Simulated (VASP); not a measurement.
# CrCuO2 (R-3m) in VASP: a series of runs

Runs on CrCuO2. Level: PBE. Tasks: phonons.

Everything below comes from runs of VASP 6.6.1. Logs are shortened: lines on timing, memory, paths and dates and some standing lists are left out, and cuts for length are marked.

## 1. Starting point

Symmetry: R-3m, No. 166, trigonal system. Conventional cell: a = 2.932 Å, b = 2.932 Å, c = 17.064 Å, α = 90.00°, β = 90.00°, γ = 120.00°. Around Cr (site symmetry -3m) lie 6 O at 1.97 Å. Around Cu (site symmetry -3m) lie 2 O at 1.83 Å. O (site symmetry 3m) has 1 Cu at 1.83 Å and 3 Cr at 1.97 Å as nearest neighbours.

## 2. Phonons, PBE, collinear spin, ferromagnetic start

POSCAR reads:

```
CrCuO2
1.0
    1.4658970415      0.8463360515      5.6880327483
   -1.4658970415      0.8463360515      5.6880327483
   -0.0000000000     -1.6926721030      5.6880327483
  Cr              Cu              O
     1     1     2
Direct
     0.5000000000000000    0.5000000000000000    0.5000000000000000
     0.0000000000000000    0.0000000000000000    0.0000000000000000
     0.1075251004464139    0.1075251004464139    0.1075251004464139
     0.8924748995535862    0.8924748995535862    0.8924748995535862
```

INCAR.step1 reads:

```
SYSTEM = CrCuO2
ALGO = Normal
EDIFF = 1E-8
EDIFFG = -0.002
ENCUT = 600
GGA = PE
IBRION = 2
ISIF = 2
ISMEAR = -1
ISPIN = 2
KPAR = 8
LASPH = .TRUE.
LCHARG = .FALSE.
LMAXMIX = 4
LORBIT = 11
LREAL = .FALSE.
LWAVE = .FALSE.
MAGMOM = 3 0 0 0
NELM = 150
NSW = 40
PREC = Accurate
SIGMA = 0.05
```

INCAR.step2 reads:

```
SYSTEM = CrCuO2
ALGO = Normal
EDIFF = 1E-8
ENCUT = 600
GGA = PE
IBRION = 6
ISIF = 2
ISMEAR = -1
ISPIN = 2
KPAR = 8
LASPH = .TRUE.
LCHARG = .FALSE.
LMAXMIX = 4
LORBIT = 11
LREAL = .FALSE.
LWAVE = .FALSE.
MAGMOM = 3 0 0 0
NELM = 150
NFREE = 2
NSW = 1
POTIM = 0.015
PREC = Accurate
SIGMA = 0.05
```

KPOINTS reads:

```
k-points
0
G
  8 8 8
  0 0 0
```

Potentials or basis: VASP PAW PBE potentials, release 64 (Cr_pv, Cu, O).

Started as:

```sh
> cat potpaw_PBE.64/Cr_pv/POTCAR potpaw_PBE.64/Cu/POTCAR potpaw_PBE.64/O/POTCAR > POTCAR
> cp INCAR.step1 INCAR
> mpirun -np 8 vasp_std > vasp.out
> cp CONTCAR POSCAR
> cp INCAR.step2 INCAR
> mpirun -np 8 vasp_std > vasp.out
```

OUTCAR:

```text
SYSTEM = CrCuO2
   EDIFF = 1E-8
   ENCUT = 600
   GGA = PE
   IBRION = 6
   ISIF = 2
   ISMEAR = -1
   ISPIN = 2
   LASPH = .TRUE.
   LORBIT = 11
   LREAL = .FALSE.
   NELM = 150
   NFREE = 2
   NSW = 1
   POTIM = 0.015
   PREC = Accurate

 ion  position               nearest neighbor table
   1  0.500  0.500  0.500-   3 1.97   4 1.97   3 1.97   3 1.97   4 1.97   4 1.97
   2  0.000  0.000  0.000-   3 1.83   4 1.83
   3  0.108  0.108  0.108-   2 1.83   1 1.97   1 1.97   1 1.97
   4  0.892  0.892  0.892-   2 1.83   1 1.97   1 1.97   1 1.97

  LATTYP: Found a trigonal (rhomboedric) cell.
 ALAT       =     5.9345476149
 COS(alpha) =     0.8779713814

  Lattice vectors:

 A1 = (   1.4658970415,   0.8463360515,   5.6880327483)
 A2 = (  -1.4658970415,   0.8463360515,   5.6880327483)
 A3 = (   0.0000000000,  -1.6926721030,   5.6880327483)

Analysis of symmetry for initial positions (statically):
=====================================================================
 Subroutine PRICEL returns:
 Original cell was already a primitive cell.

 Routine SETGRP: Setting up the symmetry group for a
 trigonal (rhombohedral) supercell.

 Subroutine GETGRP returns: Found 12 space group operations
 (whereof 12 operations were pure point group operations)
 out of a pool of 12 trial point group operations.

The static configuration has the point symmetry D_3d.

Analysis of symmetry for dynamics (positions and initial velocities):
=====================================================================
 Subroutine PRICEL returns:
 Original cell was already a primitive cell.

 Routine SETGRP: Setting up the symmetry group for a
 trigonal (rhombohedral) supercell.

 Subroutine GETGRP returns: Found 12 space group operations
 (whereof 12 operations were pure point group operations)
 out of a pool of 12 trial point group operations.

The dynamic configuration has the point symmetry D_3d.

Analysis of structural, dynamic, and magnetic symmetry:
=====================================================================
 Subroutine PRICEL returns:
 Original cell was already a primitive cell.

 Routine SETGRP: Setting up the symmetry group for a
 trigonal (rhombohedral) supercell.

 Subroutine GETGRP returns: Found 12 space group operations
 (whereof 12 operations were pure point group operations)
 out of a pool of 12 trial point group operations.

The overall configuration has the point symmetry D_3d.

 Subroutine INISYM returns: Found 12 space group operations
 (whereof 12 operations are pure point group operations),
 and found     1 'primitive' translations

----------------------------------------------------------------------------------------

                                     Primitive cell

  volume of cell :      42.3409

  direct lattice vectors                    reciprocal lattice vectors
     1.465897042  0.846336052  5.688032748     0.341088075  0.196927292  0.058602569
    -1.465897042  0.846336052  5.688032748    -0.341088075  0.196927292  0.058602569
     0.000000000 -1.692672103  5.688032748     0.000000000 -0.393854584  0.058602569

  length of vectors
     5.934547615  5.934547615  5.934547615     0.398190525  0.398190525  0.398190525

  position of ions in fractional coordinates (direct lattice)
     0.500000000  0.500000000  0.500000000
     0.000000000  0.000000000  0.000000000
     0.107516687  0.107516687  0.107516687
     0.892483313  0.892483313  0.892483313

  ion indices of the primitive-cell ions
   primitive index   ion index
[... 99 lines left out ...]
  Thomas-Fermi vector in A             =   2.643074
   LORBIT       =     11    0 simple, 1 ext, 2 COOP (PROOUT), +10 PAW based schemes
   GGA     = PE    functional components
   LHFCALC =     F    Hartree Fock is set to
   AEXX    =    0.0000 exact exchange contribution
   IVDW    =     0    specifies the selected vdW correction
   LEPSILON=     F    determine dielectric tensor
   LRPA    =     F    only Hartree local field effects (RPA)
 finite differences with symmetry
 spin polarized calculation
  energy-cutoff  :      600.00
  volume of cell :       42.34
 maximum number of plane-waves:      1428
   NGX = 23   NGY = 23   NGZ = 23

--------------------------------------- Ionic step        1  -------------------------------------------

 number of electron      35.0000000 magnetization       2.9999956

 Free energy of the ion-electron system (eV)
  ---------------------------------------------------
  ext. energy  EPLUGINS =         0.00000000
  ---------------------------------------------------
  free energy    TOTEN  =       -28.82562705 eV

  energy without entropy =      -28.82562522  energy(sigma->0) =      -28.82562614

------------------------ aborting loop because EDIFF is reached ----------------------------------------

  FORCE on cell =-STRESS in cart. coord.  units (eV):
  Direction    XX          YY          ZZ          XY          YZ          ZX
  --------------------------------------------------------------------------------------
  -------------------------------------------------------------------------------------
  Total        2.6658535      2.6658535      2.6559641      0.0000000     -0.0000000      0.0000000
  in kB      100.8758524    100.8758524    100.5016377      0.0000000     -0.0000000      0.0000000
  external PRESSURE =     100.7511141 kB  Pullay stress =       0.0000000 kB
[... 95 lines left out ...]
  FREE ENERGIE OF THE ION-ELECTRON SYSTEM (eV)
  ---------------------------------------------------
  free  energy   TOTEN  =       -28.8236407036 eV

  energy  without entropy=      -28.8236388743  energy(sigma->0) =      -28.82363979

[... ionic steps 4 to 10 ...]

--------------------------------------- Ionic step       11  -------------------------------------------

 number of electron      35.0000000 magnetization       2.9999968

------------------------ aborting loop because EDIFF is reached ----------------------------------------
[... 71 lines left out ...]
--------------------------------------- Ionic step       13  -------------------------------------------

 number of electron      34.9999998 magnetization       2.9999966

 Free energy of the ion-electron system (eV)
  ---------------------------------------------------
  ext. energy  EPLUGINS =         0.00000000
  ---------------------------------------------------
  free energy    TOTEN  =       -28.82272997 eV

  energy without entropy =      -28.82272804  energy(sigma->0) =      -28.82272901

 E-fermi :   6.9869     XC(G=0): -11.7719

 val. band max:        6.4709834037   @ k =  -0.3750   0.3750   0.0000
 cond. band min:       7.4297170623   @ k =   0.5000  -0.0000   0.0000
 fundamental gap:      0.9587336586
 Fermi energy:         6.9869106132

 spin component 1

 k-point     1 :       0.0000    0.0000    0.0000
  band No.  band energies     occupation
      1     -37.9343      1.00000
      2     -37.8523      1.00000
      3     -37.8523      1.00000
      4     -14.0932      1.00000
      5     -12.5684      1.00000
      6      -2.1231      1.00000
[... 613 lines left out ...]
     22       9.2962      0.00000
     23      11.9099      0.00000

 [... further k-points ...]

 spin component 2

 k-point     1 :       0.0000    0.0000    0.0000
  band No.  band energies     occupation
      1     -35.0145      1.00000
      2     -34.9734      1.00000
      3     -34.9734      1.00000
      4     -13.9857      1.00000
      5     -12.5043      1.00000
      6      -1.7613      1.00000
[... 646 lines left out ...]
  FREE ENERGIE OF THE ION-ELECTRON SYSTEM (eV)
  ---------------------------------------------------
  free  energy   TOTEN  =       -28.8227299747 eV

  energy  without entropy=      -28.8227280375  energy(sigma->0) =      -28.82272901

 INTERNAL STRAIN TENSORS FROM DISPLACED ATOMS
 ============================================

 INTERNAL STRAIN TENSOR FOR ION    1 for displacements in x,y,z  (eV/Angst):
          X           Y           Z          XY          YZ          ZX
  --------------------------------------------------------------------------------
  x     0.00000     0.00000     0.00000     0.00000     0.00000     0.00000
  y     0.00000     0.00000     0.00000     0.00000     0.00000     0.00000
  z     0.00000     0.00000     0.00000     0.00000     0.00000     0.00000

 INTERNAL STRAIN TENSOR FOR ION    4 for displacements in x,y,z  (eV/Angst):
          X           Y           Z          XY          YZ          ZX
  --------------------------------------------------------------------------------
  x     0.00000     0.00000     0.00000     6.23905     0.00000   -12.02273
  y     6.23905    -6.23905     0.00000     0.00000   -12.02117     0.00000
  z    -9.53214    -9.53214     8.61497     0.00000    -0.00000     0.00000

 Eigenvectors and eigenvalues of the dynamical matrix
 ----------------------------------------------------

   1 f  =   21.007467 THz   131.993806 2PiTHz  700.733664 cm-1    86.879862 meV
             X         Y         Z           dx          dy          dz
      0.000000  0.000000  8.532049     0.000000   -0.000000   -0.000000
      0.000000  0.000000  0.000000     0.000000   -0.000000   -0.000000
      0.000000  0.000000  1.834675    -0.000000   -0.000000   -0.707107
      0.000000  0.000000 15.229423    -0.000000    0.000000    0.707107
[... 71 lines left out ...]
  12 f/i=    0.004800 THz     0.030160 2PiTHz    0.160115 cm-1     0.019852 meV
             X         Y         Z           dx          dy          dz
      0.000000  0.000000  8.532049     0.000000   -0.000000    0.593487
      0.000000  0.000000  0.000000     0.000000   -0.000000    0.656527
      0.000000  0.000000  1.834675     0.000000   -0.000000    0.329200
      0.000000  0.000000 15.229423     0.000000   -0.000000    0.329200

 ELASTIC MODULI CONTR FROM IONIC RELAXATION (kBar)
 Direction    XX          YY          ZZ          XY          YZ          ZX
 --------------------------------------------------------------------------------
 XX        -474.2030     -1.8174    215.1091     -0.0000    455.0874      0.0000
 YY          -1.8174   -474.2030    215.1091     -0.0000   -455.0874      0.0000
 ZZ         215.1091    215.1091   -194.4116      0.0000      0.0000     -0.0000
 XY          -0.0000     -0.0000      0.0000   -236.1928     -0.0000    455.1462
 YZ         455.0874   -455.0874      0.0000     -0.0000   -876.8452      0.0000
 ZX           0.0000      0.0000     -0.0000    455.1462      0.0000   -877.0721
 --------------------------------------------------------------------------------

 total charge

# of ion       s       p       d       tot
------------------------------------------
    1        0.303   6.364   4.136  10.803
    2        0.441   0.337   9.220   9.998
    3        1.551   3.518   0.000   5.069
    4        1.551   3.518   0.000   5.069
--------------------------------------------------
tot          3.846  13.737  13.356  30.939

 magnetization (x)

# of ion       s       p       d       tot
------------------------------------------
    1        0.028   0.027   2.756   2.811
    2        0.020   0.011   0.007   0.038
    3       -0.001   0.006   0.000   0.005
    4       -0.001   0.006   0.000   0.005
--------------------------------------------------
tot          0.046   0.050   2.763   2.859
```

Run time: 22 min. Hardware: 8 MPI ranks of Intel Xeon Platinum 8559C (Emerald Rapids), shared host; peak memory 0.98 GiB.

Results:

| Item | Value |
| --- | --- |
| Net moment | 3.00 μB per cell |
| Site moments | Cr +2.81; Cu +0.04; O +0.01 μB |
| Valence electrons inside the program's atomic spheres | Cr 10.80; Cu 10.00; O 5.07 |
| Highest phonon frequency at Γ, LO-TO splitting left out | 701 cm⁻¹ |

Phonon frequencies in cm⁻¹ (negative: imaginary):
| q point | frequencies |
| --- | --- |
| (0.000, 0.000, 0.000) | 0 0 0 132 132 378 460 460 514 514 687 701 |

Caveat: only a ferromagnetic start was run, and an antiferromagnetic order may lie lower in energy.

## 3. Phonons, PBE, collinear spin, ferromagnetic start

This run uses another cell than the first one, of 10.09 Å³/atom, 0.953 times its volume.

POSCAR reads:

```
CrCuO2
1.0
    1.4334460987      0.8276004909      5.6674121203
   -1.4334460987      0.8276004909      5.6674121203
   -0.0000000000     -1.6552009819      5.6674121203
  Cr              Cu              O
     1     1     2
Direct
     0.5000000000000000    0.5000000000000000    0.5000000000000000
     0.0000000000000000    0.0000000000000000    0.0000000000000000
     0.1066938024768845    0.1066938024768845    0.1066938024768845
     0.8933061975231155    0.8933061975231155    0.8933061975231155
```

INCAR.step1 is that of step 2.

INCAR.step2 is that of step 2.

KPOINTS is that of step 2.

Potentials or basis: VASP PAW PBE potentials, release 64 (Cr_pv, Cu, O).

Started as:

```sh
> cat potpaw_PBE.64/Cr_pv/POTCAR potpaw_PBE.64/Cu/POTCAR potpaw_PBE.64/O/POTCAR > POTCAR
> cp INCAR.step1 INCAR
> mpirun -np 8 vasp_std > vasp.out
> cp CONTCAR POSCAR
> cp INCAR.step2 INCAR
> mpirun -np 8 vasp_std > vasp.out
```

OUTCAR:

```text
SYSTEM = CrCuO2
   EDIFF = 1E-8
   ENCUT = 600
   GGA = PE
   IBRION = 6
   ISIF = 2
   ISMEAR = -1
   ISPIN = 2
   LASPH = .TRUE.
   LORBIT = 11
   LREAL = .FALSE.
   NELM = 150
   NFREE = 2
   NSW = 1
   POTIM = 0.015
   PREC = Accurate

 ion  position               nearest neighbor table
   1  0.500  0.500  0.500-   3 1.94   4 1.94   3 1.94   3 1.94   4 1.94   4 1.94
   2  0.000  0.000  0.000-   3 1.81   4 1.81
   3  0.107  0.107  0.107-   2 1.81   1 1.94   1 1.94   1 1.94
   4  0.893  0.893  0.893-   2 1.81   1 1.94   1 1.94   1 1.94

  LATTYP: Found a trigonal (rhomboedric) cell.
 ALAT       =     5.9041722901
 COS(alpha) =     0.8821106196

  Lattice vectors:

 A1 = (   1.4334460987,   0.8276004909,   5.6674121203)
 A2 = (  -1.4334460987,   0.8276004909,   5.6674121203)
 A3 = (   0.0000000000,  -1.6552009819,   5.6674121203)

Analysis of symmetry for initial positions (statically):
=====================================================================
 Subroutine PRICEL returns:
 Original cell was already a primitive cell.

 Routine SETGRP: Setting up the symmetry group for a
 trigonal (rhombohedral) supercell.

 Subroutine GETGRP returns: Found 12 space group operations
 (whereof 12 operations were pure point group operations)
 out of a pool of 12 trial point group operations.

The static configuration has the point symmetry D_3d.

Analysis of symmetry for dynamics (positions and initial velocities):
=====================================================================
 Subroutine PRICEL returns:
 Original cell was already a primitive cell.
[... 388 lines left out ...]
  band No.  band energies     occupation
      1     -37.3299      1.00000
      2     -37.2145      1.00000
      3     -37.2145      1.00000
      4     -13.8455      1.00000
      5     -12.2640      1.00000
      6      -1.9416      1.00000
[... 613 lines left out ...]
     22      10.0223      0.00000
     23      12.5607      0.00000

 [... further k-points ...]

 spin component 2

 k-point     1 :       0.0000    0.0000    0.0000
  band No.  band energies     occupation
      1     -34.4663      1.00000
      2     -34.3583      1.00000
      3     -34.3583      1.00000
      4     -13.7138      1.00000
      5     -12.1728      1.00000
      6      -1.5584      1.00000
[... 646 lines left out ...]
  FREE ENERGIE OF THE ION-ELECTRON SYSTEM (eV)
  ---------------------------------------------------
  free  energy   TOTEN  =       -28.6317787005 eV

  energy  without entropy=      -28.6317607200  energy(sigma->0) =      -28.63176971

 INTERNAL STRAIN TENSORS FROM DISPLACED ATOMS
 ============================================

 INTERNAL STRAIN TENSOR FOR ION    1 for displacements in x,y,z  (eV/Angst):
          X           Y           Z          XY          YZ          ZX
  --------------------------------------------------------------------------------
  x     0.00000     0.00000     0.00000     0.00000     0.00000     0.00000
  y     0.00000     0.00000     0.00000     0.00000     0.00000     0.00000
  z     0.00000     0.00000     0.00000     0.00000     0.00000     0.00000

 INTERNAL STRAIN TENSOR FOR ION    4 for displacements in x,y,z  (eV/Angst):
          X           Y           Z          XY          YZ          ZX
  --------------------------------------------------------------------------------
  x     0.00000    -0.00000     0.00000     7.73766    -0.00000   -13.86047
  y     7.73766    -7.73766    -0.00000     0.00000   -13.85888    -0.00000
  z   -11.07220   -11.07220     9.71540     0.00000    -0.00000     0.00000

 Eigenvectors and eigenvalues of the dynamical matrix
 ----------------------------------------------------

   1 f  =   22.128212 THz   139.035655 2PiTHz  738.117693 cm-1    91.514889 meV
             X         Y         Z           dx          dy          dz
      0.000000 -0.000000  8.501118    -0.000000    0.000000    0.000000
      0.000000  0.000000  0.000000    -0.000000   -0.000000    0.000000
      0.000000 -0.000000  1.814033     0.000000    0.000000   -0.707107
      0.000000 -0.000000 15.188203     0.000000   -0.000000    0.707107
[... 71 lines left out ...]
  12 f/i=    0.002704 THz     0.016989 2PiTHz    0.090194 cm-1     0.011183 meV
             X         Y         Z           dx          dy          dz
      0.000000 -0.000000  8.501118     0.000000   -0.000000   -0.593485
      0.000000  0.000000  0.000000     0.000000   -0.000000   -0.656431
      0.000000 -0.000000  1.814033     0.000000   -0.000000   -0.329297
      0.000000 -0.000000 15.188203     0.000000   -0.000000   -0.329297

 ELASTIC MODULI CONTR FROM IONIC RELAXATION (kBar)
 Direction    XX          YY          ZZ          XY          YZ          ZX
 --------------------------------------------------------------------------------
 XX        -650.7247     43.1643    266.5545      0.0000    621.4102     -0.0000
 YY          43.1643   -650.7247    266.5545      0.0000   -621.4102     -0.0000
 ZZ         266.5545    266.5545   -233.8906     -0.0000      0.0000      0.0000
 XY           0.0000      0.0000     -0.0000   -346.9445     -0.0000    621.4814
 YZ         621.4102   -621.4102      0.0000     -0.0000  -1113.0042      0.0000
 ZX          -0.0000     -0.0000      0.0000    621.4814      0.0000  -1113.2590
 --------------------------------------------------------------------------------

 total charge

# of ion       s       p       d       tot
------------------------------------------
    1        0.318   6.398   4.200  10.916
    2        0.455   0.365   9.223  10.044
    3        1.553   3.541   0.000   5.093
    4        1.553   3.541   0.000   5.093
--------------------------------------------------
tot          3.878  13.845  13.423  31.146

 magnetization (x)

# of ion       s       p       d       tot
------------------------------------------
    1        0.026   0.027   2.728   2.781
    2        0.022   0.013   0.013   0.048
    3       -0.001   0.017   0.000   0.016
    4       -0.001   0.017   0.000   0.016
--------------------------------------------------
tot          0.047   0.073   2.741   2.861
```

Run time: 19 min. Hardware: 8 MPI ranks of Intel Xeon Platinum 8559C (Emerald Rapids), shared host; peak memory 0.97 GiB.

Results:

| Property | Result |
| --- | --- |
| Net moment | 3.00 μB per cell |
| Site moments | Cr +2.78; Cu +0.05; O +0.02 μB |
| Valence electrons inside the program's atomic spheres | Cr 10.92; Cu 10.04; O 5.09 |
| Highest phonon frequency at Γ, LO-TO splitting left out | 738 cm⁻¹ |

Phonon frequencies in cm⁻¹ (negative: imaginary):
```tsv
q point	frequencies
(0.000, 0.000, 0.000)	0 0 0 126 126 399 483 483 545 545 729 738
```

Caveat: only a ferromagnetic start was run, and an antiferromagnetic order may lie lower in energy.
